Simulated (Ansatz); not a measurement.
TiC in Ansatz: the effect of functional

The system is TiC.

```
CELL_PARAMETERS angstrom
0.00000 2.20819 2.20819
2.20819 0.00000 2.20819
2.20819 2.20819 0.00000
ATOMIC_POSITIONS crystal
Ti 0.00000 0.00000 0.00000
C 0.50000 0.50000 0.50000
```

The cell is a database's computed one.

The cell isn't the ideal one: volume scaled by 1.06.

Alike in all runs:

```yaml
Program: Ansatz 0.2.0
Task: single point
Potentials_or_basis: Ansatz PAW
k_mesh: 11 × 11 × 11
Occupations: fermi-dirac, width 0.05 eV
Spin: no spin polarisation
```

Question: One run gave: pressure -12.8 GPa. Which functional did it use?
A. PBE
B. r2SCAN
C. LDA

Answer: A.

```csv
functional,cutoff,pressure (GPa)
LDA,420 eV (not typed: the program's choice for these potentials),-24.4
r2SCAN,500 eV (not typed: the program's choice for these potentials),-14.1
PBE,420 eV (not typed: the program's choice for these potentials),-12.8
```

Caveats: the PAW data sets come from PBE, with cores solved anew for the run's functional, which leaves a small shift of forces and pressure (some runs).
